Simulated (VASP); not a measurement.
# Tm (Im-3m) in VASP: further runs

Runs on Tm. Level: PBE. Tasks: single point.

All numbers are computed with VASP 6.6.1; they aren't measurements. Logs are shortened: lines on timing, memory, paths and dates and some standing lists are left out, and cuts for length are marked.

**1. Starting point**

It takes space group Im-3m (No. 229, cubic). The conventional cell has a = 3.941 Å, b = 3.941 Å, c = 3.941 Å, α = 90.00°, β = 90.00°, γ = 90.00°. Around Tm (site symmetry m-3m) lie 8 Tm at 3.41 Å.

This isn't the form of Tm at room conditions, which is hcp.

**2. Single point, PBE, collinear spin, ferromagnetic start**

INCAR

```
ADDGRID  = F            
ALGO     = Normal         # electronic algorithm
EDIFF    = 1E-6           # SCF threshold, eV
ENCUT    = 400            # plane-wave cutoff, eV
GGA      = PE             # functional
ISIF     = 2              # what is computed and relaxed
ISMEAR   = -1             # smearing method
ISPIN    = 2              # spin polarisation
LASPH    = T              # aspherical terms in the spheres
LCHARG   = F              # write CHGCAR
LMAXMIX  = 6              # l up to which the mixer works
LORBIT   = 11             # projections on sites
LREAL    = F              # projectors in reciprocal space
LWAVE    = F              # write WAVECAR
MAGMOM   = 2              # initial moments
NELM     = 100            # most SCF steps
PREC     = Accurate       # precision mode
SIGMA    = 0.05           # smearing width, eV
```

KPOINTS

```
k-points
0
Gamma
  6 6 6
```

POSCAR

```
Tm
1.0
   -1.8621100000      1.9916120000      1.9516370000
    1.9655340000     -2.0016460000      2.0650950000
    1.8577320000      1.9972680000     -1.9616710000
Tm
1
Direct
   -0.0415270000     -0.0161680000     -0.0347540000
```

Potentials or basis: VASP PAW PBE potentials, release 64 (Tm).

The run is started by

```bash
$ cat potpaw_PBE.64/Tm/POTCAR > POTCAR
$ mpirun -np 1 vasp_std > vasp.out
```

OUTCAR:

```text
EDIFF = 1E-6
   ENCUT = 400
   GGA = PE
   ISIF = 2
   ISMEAR = -1
   ISPIN = 2
   LASPH = T
   LORBIT = 11
   LREAL = F
   NELM = 100
   PREC = Accurate

 Found    112 irreducible k-points:

 Following reciprocal coordinates:
            Coordinates               Weight
  0.000000  0.000000  0.000000      1.000000
  0.166667  0.000000 -0.000000      2.000000
  0.333333  0.000000 -0.000000      2.000000
  0.500000  0.000000 -0.000000      1.000000
 -0.000000  0.166667  0.000000      2.000000
  0.166667  0.166667 -0.000000      2.000000
   k-points           NKPTS =    112   k-points in BZ     NKDIM =    112   number of bands    NBANDS=     16
   number of dos      NEDOS =    301   number of ions     NIONS =      1
   total plane-waves  NPLWV =  13824
   dimension x,y,z NGX =    24 NGY =   24 NGZ =   24
   dimension x,y,z NGXF=    48 NGYF=   48 NGZF=   48
   ions per type =               1
   NGX,Y,Z   is equivalent  to a cutoff of  11.90, 11.45, 11.88 a.u.
   NGXF,Y,Z  is equivalent  to a cutoff of  23.80, 22.91, 23.75 a.u.
 SYSTEM =  unknown system
   PREC   = accura    normal or accurate (medium, high low for compatibility)
   ISTART =      0    job   : 0-new  1-cont  2-samecut
   ICHARG =      2    charge: 1-file 2-atom 10-const
   ISPIN  =      2    spin polarized calculation?
   LNONCOLLINEAR =      F non collinear calculations
   LSORBIT =      F    spin-orbit coupling
   LASPH  =      T    aspherical Exc in radial PAW
   ENCUT  =  400.0 eV  29.40 Ry    5.42 a.u.   5.47  5.68  5.48*2*pi/ulx,y,z
   NELM   =    100;   NELMIN=  2; NELMDL= -5     # of ELM steps
   EDIFF  = 0.1E-05   stopping-criterion for ELM
   LREAL  =      F    real-space projection
   EDIFFG = 0.1E-04   stopping-criterion for IOM
   NSW    =      0    number of steps for IOM
   IBRION =     -1    ionic relax: 0-MD 1-quasi-New 2-CG
   NFREE  =      0    steps in history (QN), initial steepest desc. (CG)
   ISIF   =      2    stress and relaxation
   ISYM   =      2    0-nonsym 1-usesym 2-fastsym
   POTIM  = 0.5000    time-step for ionic-motion
   TEBEG  =    0.0;   TEEND  =   0.0 temperature during run
   PSTRESS=    0.0 pullay stress
   NELECT =      23.0000    total number of electrons
   NUPDOWN=      -1.0000    fix difference up-down
   EMIN   =  10.00;   EMAX   =-10.00  energy-range for DOS
   EFERMI =   0.00;   METHOD = LEGACY
   ISMEAR =    -1;   SIGMA  =   0.05  broadening in eV -4-tet -1-fermi 0-gaus
   EFERMI_NEDOS =   21; number of points for ismear=-14 and -15
   IALGO  =     38    algorithm
   IMIX   =      4    mixing-type and parameters
     AMIX     =   0.40;   BMIX     =  1.00
     AMIX_MAG =   1.60;   BMIX_MAG =  1.00
  volume/ion in A,a.u.               =      30.61       206.55
  Fermi-wavevector in a.u.,A,eV,Ry     =   1.488367  2.812605 30.140106  2.215235
  Thomas-Fermi vector in A             =   2.601410
   LORBIT       =     11    0 simple, 1 ext, 2 COOP (PROOUT), +10 PAW based schemes
   GGA     = PE    functional components
   LHFCALC =     F    Hartree Fock is set to
   AEXX    =    0.0000 exact exchange contribution
   IVDW    =     0    specifies the selected vdW correction
   LEPSILON=     F    determine dielectric tensor
   LRPA    =     F    only Hartree local field effects (RPA)
 spin polarized calculation
  energy-cutoff  :      400.00
  volume of cell :       30.61
 maximum number of plane-waves:       569
 NGX is ok and might be reduce to    24

 number of electron      23.0000005 magnetization       1.1034528

 Free energy of the ion-electron system (eV)
  ---------------------------------------------------
  ext. energy  EPLUGINS =         0.00000000
  ---------------------------------------------------
  free energy    TOTEN  =        -4.01221417 eV

  energy without entropy =       -3.94072318  energy(sigma->0) =       -3.97646868

 E-fermi :   2.2711     XC(G=0): -10.1974

 val. band max:        2.2710588390   @ k =  -0.1667   0.5000   0.1667
 cond. band min:       2.2713114194   @ k =   0.1667   0.0000   0.5000
 fundamental gap:      0.0002525804
 Fermi energy:         2.2711415326

 spin component 1

 k-point     1 :       0.0000    0.0000    0.0000
  band No.  band energies     occupation
      1     -48.2029      1.00000
      2     -21.1594      1.00000
      3     -21.1421      1.00000
      4     -21.0992      1.00000
      5      -3.0126      1.00000
      6       0.5033      1.00000
[... 8 lines left out ...]
     15       5.4862      0.00000
     16       7.1338      0.00000
[... 77 lines left out ...]
 k-point     6 :       0.1667    0.1667   -0.0000
  band No.  band energies     occupation
      1     -48.1782      1.00000
      2     -21.4828      1.00000
      3     -21.2543      1.00000
      4     -21.1455      1.00000
      5      -0.9767      1.00000
      6       0.5510      1.00000
[... 8 lines left out ...]
     15       6.8336      0.00000
     16       7.6917      0.00000

 [... further k-points ...]

 spin component 2

 k-point     1 :       0.0000    0.0000    0.0000
  band No.  band energies     occupation
      1     -47.6726      1.00000
      2     -20.7995      1.00000
      3     -20.7803      1.00000
      4     -20.7424      1.00000
      5      -3.1591      1.00000
      6       1.7936      0.99993
[... 8 lines left out ...]
     15       5.5272      0.00000
     16       7.0790      0.00000
[... 77 lines left out ...]
 k-point     6 :       0.1667    0.1667   -0.0000
  band No.  band energies     occupation
      1     -47.6465      1.00000
      2     -21.1404      1.00000
      3     -20.9003      1.00000
      4     -20.7891      1.00000
      5      -1.1033      1.00000
      6       1.6991      0.99999
[... 8 lines left out ...]
     15       6.8317      0.00000
     16       7.7670      0.00000

 [... further k-points ...]

------------------------ aborting loop because EDIFF is reached ----------------------------------------

  FORCE on cell =-STRESS in cart. coord.  units (eV):
  Direction    XX          YY          ZZ          XY          YZ          ZX
  --------------------------------------------------------------------------------------
  -------------------------------------------------------------------------------------
  Total        0.5740728      0.4459733      0.1553290     -0.0034705      0.0019859     -0.3519425
  in kB       30.0507283     23.3451650      8.1309361     -0.1816662      0.1039540    -18.4229746
  external PRESSURE =      20.5089432 kB  Pullay stress =       0.0000000 kB

 VOLUME and BASIS-vectors are now :
 -----------------------------------------------------------------------------
  energy-cutoff  :      400.00
  volume of cell :       30.61
      direct lattice vectors                 reciprocal lattice vectors
    -1.862110000  1.991612000  1.951637000    -0.006468339  0.251318090  0.249752960
     1.965534000 -2.001646000  2.065095000     0.255000420  0.000889619  0.242395002
     1.857732000  1.997268000 -1.961671000     0.262009400  0.250969113 -0.006119362

 POSITION                                       TOTAL-FORCE (eV/Angst)
 -----------------------------------------------------------------------------------
      1.94214      1.86748      2.00880         0.000000      0.000000     -0.000000
 -----------------------------------------------------------------------------------
    total drift:                                0.000028      0.000032     -0.000002

  FREE ENERGIE OF THE ION-ELECTRON SYSTEM (eV)
  ---------------------------------------------------
  free  energy   TOTEN  =        -4.0122141708 eV

  energy  without entropy=       -3.9407231796  energy(sigma->0) =       -3.97646868

 total charge

# of ion       s       p       d       f       tot
--------------------------------------------------
    1        2.217   5.941   0.396  12.511  21.066

 magnetization (x)

# of ion       s       p       d       f       tot
--------------------------------------------------
    1        0.005  -0.034  -0.042   1.277   1.205
```

stdout:

```text
POSCAR found type information on POSCAR Tm
 POSCAR found :  1 types and       1 ions
 scaLAPACK will be used
 LDA part: xc-table for (Slater+PW92), standard interpolation
 POSCAR, INCAR and KPOINTS ok, starting setup
 FFT: planning ... GRIDC
 FFT: planning ... GRID_SOFT
 FFT: planning ... GRID
 WAVECAR not read
 entering main loop
```

Wall time 5 min (1 thread of Intel Xeon Platinum 8259CL at 2.50GHz (Skylake/Cascade Lake), shared host); peak memory 0.21 GiB.

These settings aren't checked as converged: the numbers below hold their error.

What came out:

```
Free energy                                           : -4.0122 eV
Pressure                                              : 2.1 GPa
Band gap on the k mesh                                : none (metal or under the smearing width)
Net moment                                            : 1.10 μB per cell
Site moments                                          : Tm +1.21 μB
Valence electrons inside the program's atomic spheres : Tm 21.07
```

Caveat: the k mesh is coarse (spacing up to 0.38 Å⁻¹), so the values aren't converged; the cutoff is under 1.25 times the usual one of these potentials, so pressure, stress and relaxed cells hold a basis-set (Pulay) error; the magnetic or orbital state may not be the lowest; spin-orbit coupling is left out, which moves the levels of the heavy elements.

**3. Single point, PBE, collinear spin, ferromagnetic start**

This run uses another cell than the first one, of the same volume but with other edges.

INCAR: that of step 2 with these lines changed.

```diff
@@ -17,2 +17,2 @@
 PREC     = Accurate       # precision mode
-SIGMA    = 0.05           # smearing width, eV
+SIGMA    = 0.02           # smearing width, eV
```

KPOINTS is that of step 2.

POSCAR

```
Tm
1.0
   -1.9705499473      1.9705499473      1.9705499473
    1.9705499473     -1.9705499473      1.9705499473
    1.9705499473      1.9705499473     -1.9705499473
Tm
1
Direct
    0.0000000000      0.0000000000      0.0000000000
```

Potentials or basis: VASP PAW PBE potentials, release 64 (Tm).

The run is started by

```bash
$ cat potpaw_PBE.64/Tm/POTCAR > POTCAR
$ mpirun -np 1 vasp_std > vasp.out
```

OUTCAR:

```text
EDIFF = 1E-6
   ENCUT = 400
   GGA = PE
   ISIF = 2
   ISMEAR = -1
   ISPIN = 2
   LASPH = T
   LORBIT = 11
   LREAL = F
   NELM = 100
   PREC = Accurate

 Found     16 irreducible k-points:

 Following reciprocal coordinates:
            Coordinates               Weight
  0.000000  0.000000  0.000000      1.000000
  0.166667  0.000000  0.000000     12.000000
  0.333333  0.000000  0.000000     12.000000
  0.500000  0.000000  0.000000      6.000000
  0.166667  0.166667  0.000000     24.000000
  0.333333  0.166667  0.000000     48.000000
   k-points           NKPTS =     16   k-points in BZ     NKDIM =     16   number of bands    NBANDS=     16
   number of dos      NEDOS =    301   number of ions     NIONS =      1
[... 314 lines left out ...]
  Total        0.4310148      0.4310148      0.4310148      0.0000000      0.0000000      0.0000000
  in kB       22.5621491     22.5621491     22.5621491      0.0000000      0.0000000      0.0000000
  external PRESSURE =      22.5621491 kB  Pullay stress =       0.0000000 kB

 VOLUME and BASIS-vectors are now :
 -----------------------------------------------------------------------------
  energy-cutoff  :      400.00
  volume of cell :       30.61
      direct lattice vectors                 reciprocal lattice vectors
    -1.970549947  1.970549947  1.970549947     0.000000000  0.253736273  0.253736273
     1.970549947 -1.970549947  1.970549947     0.253736273  0.000000000  0.253736273
     1.970549947  1.970549947 -1.970549947     0.253736273  0.253736273  0.000000000

 POSITION                                       TOTAL-FORCE (eV/Angst)
 -----------------------------------------------------------------------------------
      0.00000      0.00000      0.00000         0.000000      0.000000     -0.000000
 -----------------------------------------------------------------------------------
    total drift:                                0.000000      0.000000      0.000000

  FREE ENERGIE OF THE ION-ELECTRON SYSTEM (eV)
  ---------------------------------------------------
  free  energy   TOTEN  =        -3.9886965482 eV

  energy  without entropy=       -3.9725937809  energy(sigma->0) =       -3.98064516

 total charge

# of ion       s       p       d       f       tot
--------------------------------------------------
    1        2.217   5.942   0.393  12.511  21.064

 magnetization (x)

# of ion       s       p       d       f       tot
--------------------------------------------------
    1        0.005  -0.036  -0.045   1.279   1.203
```

OSZICAR:

```text
N       E                     dE             d eps       ncg     rms          rms(c)
DAV:   1     0.963705079485E+02    0.96371E+02   -0.73858E+03  1256   0.689E+03
DAV:   2     0.780323016276E+01   -0.88567E+02   -0.85734E+02  1328   0.444E+02
[... 36 lines left out ...]
DAV:  39    -0.398859221159E+01   -0.29134E-03   -0.14458E-04  1496   0.534E-01    0.207E-01
DAV:  40    -0.398865503010E+01   -0.62819E-04   -0.30731E-05  1896   0.130E-01    0.173E-01
DAV:  41    -0.398869415281E+01   -0.39123E-04   -0.59881E-05  1472   0.298E-01    0.881E-02
DAV:  42    -0.398870675991E+01   -0.12607E-04   -0.15096E-05  1544   0.115E-01    0.107E-01
DAV:  43    -0.398870001204E+01    0.67479E-05   -0.92244E-06  1144   0.707E-02    0.771E-02
DAV:  44    -0.398869685241E+01    0.31596E-05   -0.60934E-06   960   0.527E-02    0.450E-02
DAV:  45    -0.398869654819E+01    0.30421E-06   -0.21128E-06   872   0.243E-02
   1 F= -.39886965E+01 E0= -.39806452E+01  d E =-.161028E-01  mag=     1.0887
```

Run time: 53 s. Hardware: 1 thread of Intel Xeon Platinum 8259CL at 2.50GHz (Skylake/Cascade Lake), shared host; peak memory 0.16 GiB.

The run converged, but some of its settings lie outside the range that counts as converged, so its numbers aren't taken as properties of the crystal.

Results:

```
Free energy                                           : -3.9887 eV
Pressure                                              : 2.3 GPa
Band gap on the k mesh                                : none (metal or under the smearing width)
Net moment                                            : 1.09 μB per cell
Site moments                                          : Tm +1.20 μB
Valence electrons inside the program's atomic spheres : Tm 21.06
```

Caveat: the k mesh is coarse (spacing up to 0.38 Å⁻¹), so the values aren't converged; the cutoff is under 1.25 times the usual one of these potentials, so pressure, stress and relaxed cells hold a basis-set (Pulay) error; the magnetic or orbital state may not be the lowest; spin-orbit coupling is left out, which moves the levels of the heavy elements.

**4. Single point, PBE, collinear spin, ferromagnetic start**

INCAR is that of step 3.

KPOINTS is that of step 3.

POSCAR

```
Tm
1.0
   -1.8621100000      1.9916120000      1.9516370000
    1.9655340000     -2.0016460000      2.0650950000
    1.8577320000      1.9972680000     -1.9616710000
Tm
1
Direct
   -0.0415270000     -0.0161680000     -0.0347540000
```

Potentials or basis: VASP PAW PBE potentials, release 64 (Tm).

The run is started by

```bash
$ cat potpaw_PBE.64/Tm/POTCAR > POTCAR
$ mpirun -np 1 vasp_std > vasp.out
```

OUTCAR:

```text
EDIFF = 1E-6
   ENCUT = 400
   GGA = PE
   ISIF = 2
   ISMEAR = -1
   ISPIN = 2
   LASPH = T
   LORBIT = 11
   LREAL = F
   NELM = 100
   PREC = Accurate

 Found    112 irreducible k-points:

 Following reciprocal coordinates:
            Coordinates               Weight
  0.000000  0.000000  0.000000      1.000000
  0.166667  0.000000 -0.000000      2.000000
  0.333333  0.000000 -0.000000      2.000000
  0.500000  0.000000 -0.000000      1.000000
 -0.000000  0.166667  0.000000      2.000000
  0.166667  0.166667 -0.000000      2.000000
   k-points           NKPTS =    112   k-points in BZ     NKDIM =    112   number of bands    NBANDS=     16
   number of dos      NEDOS =    301   number of ions     NIONS =      1
   total plane-waves  NPLWV =  13824
   dimension x,y,z NGX =    24 NGY =   24 NGZ =   24
   dimension x,y,z NGXF=    48 NGYF=   48 NGZF=   48
   ions per type =               1
   NGX,Y,Z   is equivalent  to a cutoff of  11.90, 11.45, 11.88 a.u.
   NGXF,Y,Z  is equivalent  to a cutoff of  23.80, 22.91, 23.75 a.u.
 SYSTEM =  unknown system
   PREC   = accura    normal or accurate (medium, high low for compatibility)
   ISTART =      0    job   : 0-new  1-cont  2-samecut
   ICHARG =      2    charge: 1-file 2-atom 10-const
   ISPIN  =      2    spin polarized calculation?
   LNONCOLLINEAR =      F non collinear calculations
[... 187 lines left out ...]
      6       1.8059      1.00000
[... 91 lines left out ...]
      3     -20.8911      1.00000
      4     -20.7809      1.00000
      5      -1.1005      1.00000
      6       1.7120      1.00000
[... 8 lines left out ...]
     15       6.8325      0.00000
     16       7.7754      0.00000

 [... further k-points ...]

------------------------ aborting loop because EDIFF is reached ----------------------------------------

  FORCE on cell =-STRESS in cart. coord.  units (eV):
  Direction    XX          YY          ZZ          XY          YZ          ZX
  --------------------------------------------------------------------------------------
  -------------------------------------------------------------------------------------
  Total        0.4364479      0.3174470      0.3824620      0.1703245      0.0749980     -0.3880825
  in kB       22.8465398     16.6172567     20.0205647      8.9159001      3.9258882    -20.3147797
  external PRESSURE =      19.8281204 kB  Pullay stress =       0.0000000 kB

 VOLUME and BASIS-vectors are now :
 -----------------------------------------------------------------------------
  energy-cutoff  :      400.00
  volume of cell :       30.61
      direct lattice vectors                 reciprocal lattice vectors
    -1.862110000  1.991612000  1.951637000    -0.006468339  0.251318090  0.249752960
     1.965534000 -2.001646000  2.065095000     0.255000420  0.000889619  0.242395002
     1.857732000  1.997268000 -1.961671000     0.262009400  0.250969113 -0.006119362

 POSITION                                       TOTAL-FORCE (eV/Angst)
 -----------------------------------------------------------------------------------
      1.94214      1.86748      2.00880         0.000000      0.000000      0.000000
 -----------------------------------------------------------------------------------
    total drift:                                0.000028      0.000032     -0.000002

  FREE ENERGIE OF THE ION-ELECTRON SYSTEM (eV)
  ---------------------------------------------------
  free  energy   TOTEN  =        -3.9824990565 eV

  energy  without entropy=       -3.9720217045  energy(sigma->0) =       -3.97726038

 total charge

# of ion       s       p       d       f       tot
--------------------------------------------------
    1        2.217   5.941   0.396  12.513  21.068

 magnetization (x)

# of ion       s       p       d       f       tot
--------------------------------------------------
    1        0.005  -0.034  -0.042   1.268   1.198
```

Wall time 3.9 min (1 thread of Intel Xeon Platinum 8259CL at 2.50GHz (Skylake/Cascade Lake), shared host); peak memory 0.21 GiB.

These settings aren't checked as converged: the numbers below hold their error.

What came out:

| Item | Value |
| --- | --- |
| Free energy | -3.9825 eV |
| Pressure | 2.0 GPa |
| Band gap on the k mesh | none (metal or under the smearing width) |
| Net moment | 1.10 μB per cell |
| Site moments | Tm +1.20 μB |
| Valence electrons inside the program's atomic spheres | Tm 21.07 |

Caveat: the k mesh is coarse (spacing up to 0.38 Å⁻¹), so the values aren't converged; the cutoff is under 1.25 times the usual one of these potentials, so pressure, stress and relaxed cells hold a basis-set (Pulay) error; the magnetic or orbital state may not be the lowest; spin-orbit coupling is left out, which moves the levels of the heavy elements.
